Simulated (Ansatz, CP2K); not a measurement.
This is a calculation of CoO for CP2K 2026.2. 

coo_scf.inp

```
&GLOBAL
  PROJECT coo_scf
  RUN_TYPE ENERGY_FORCE
  PRINT_LEVEL LOW
&END GLOBAL
&FORCE_EVAL
  METHOD QS
  STRESS_TENSOR ANALYTICAL
  &DFT
    BASIS_SET_FILE_NAME BASIS_MOLOPT_UZH
    POTENTIAL_FILE_NAME POTENTIAL_UZH
    UKS T
    MULTIPLICITY 4
    &MGRID
      CUTOFF 850
      REL_CUTOFF 60
      NGRIDS 4
    &END MGRID
    &QS
      METHOD GPW
      EPS_DEFAULT 1.0E-10
    &END QS
    &KPOINTS
      SCHEME MONKHORST-PACK 11 11 11
      GAMMA_CENTERED T
      SYMMETRY T
      SYMMETRY_BACKEND SPGLIB
    &END KPOINTS
    &SCF
      SCF_GUESS ATOMIC
      EPS_SCF 1.0E-6
      MAX_SCF 150
      ADDED_MOS 13 16
      CHOLESKY OFF
      EPS_EIGVAL 1.0E-7
      &DIAGONALIZATION ON
        ALGORITHM STANDARD
      &END DIAGONALIZATION
      &MIXING ON
        METHOD BROYDEN_MIXING
        ALPHA 0.2
        BETA 1.5
        NBUFFER 10
      &END MIXING
      &SMEAR ON
        METHOD GAUSSIAN
        SIGMA [eV] 0.02
      &END SMEAR
    &END SCF
    &XC
      &XC_FUNCTIONAL
        &GGA_X_PBE
        &END GGA_X_PBE
        &GGA_C_PBE
        &END GGA_C_PBE
      &END XC_FUNCTIONAL
    &END XC
    &PRINT
      &KPOINTS ON
      &END KPOINTS
      &MULLIKEN ON
      &END MULLIKEN
      &MO ON
        ENERGIES T
        OCCUPATION_NUMBERS T
        &EACH
          QS_SCF 0
        &END EACH
        ADD_LAST NUMERIC
      &END MO
    &END PRINT
  &END DFT
  &SUBSYS
    &CELL
      ABC 3.0143962100 3.0143962100 3.0143962100
      ALPHA_BETA_GAMMA 60.0000000004 59.9999999996 59.9999999997
      PERIODIC XYZ
    &END CELL
    &COORD
      SCALED
      Co  0.0000000000 0.0000000000 0.0000000000
      O   0.5000000000 0.5000000000 0.5000000000
    &END COORD
    &KIND Co
      BASIS_SET TZVP-MOLOPT-PBE-GTH-q17
      POTENTIAL GTH-PBE-q17
      MAGNETIZATION 2.0
    &END KIND
    &KIND O
      BASIS_SET TZVP-MOLOPT-PBE-GTH-q6
      POTENTIAL GTH-PBE-q6
    &END KIND
    &PRINT
      &ATOMIC_COORDINATES ON
      &END ATOMIC_COORDINATES
      &CELL ON
      &END CELL
    &END PRINT
  &END SUBSYS
  &PRINT
    &FORCES ON
    &END FORCES
    &STRESS_TENSOR ON
    &END STRESS_TENSOR
  &END PRINT
&END FORCE_EVAL
```

Potentials or basis: POTENTIAL_UZH Co GTH-PBE-q17, O GTH-PBE-q6; TZVP-MOLOPT-PBE-GTH basis.

The run is started by

```bash
$ OMP_NUM_THREADS=1 cp2k.psmp -i coo_scf.inp -o coo_scf.out
```

**Question.** Translate it to Ansatz 0.2.0. Potentials or basis there: Ansatz PAW, cutoff 420 eV.

**Answer.** As run (cutoffs and basis follow the program's own potentials, and thresholds, step limits or extra output files can differ):

File input.yaml:

```yaml
crystal:
  lattice:
    - [3.01439621, 0.0, 0.0]
    - [1.507198105, 2.6105436949, 0.0]
    - [1.507198105, 0.8701812316, 2.461244199]
  atoms:
    - { symbol: Co, position: [0.0, 0.0, 0.0], spin: 2.0 }
    - { symbol: O, position: [0.5, 0.5, 0.5] }
hamiltonian:
  xc: pbe
  pseudopotentials: { kind: paw }
magnetization:
  spin_polarized: true
kpoints:
  mp_grid: { grid: [11, 11, 11] }
scf:
  occupations: { method: gaussian, width: 0.02 }
output:
  forces: true
  stress: true
  eigenvalues: true
```

Potentials or basis: Ansatz PAW.

The run is started by

```bash
$ ansatz run input.yaml --threads 1 --pin off --max-ram 3584MiB --backend cpu --events-out ev --progress --plain --runs-dir out
```

Both were run:

|  | CP2K | Ansatz |
| --- | --- | --- |
| Pressure | -0.5 GPa | -1.6 GPa |
| Net moment | 3.00 μB per cell | 2.99 μB per cell |
| Absolute moment | 3.02 μB per cell | 3.00 μB per cell |

Ansatz's pressure holds a Pulay term of +0.74 GPa for its cutoff of 420 eV, which the other run lacks.

Where Ansatz's input types no cutoff or centring, it takes its own default and a Γ-centred mesh.

The magnetic state is the one that the start led to; the real crystal's order can differ.

Pressure is positive in compression.
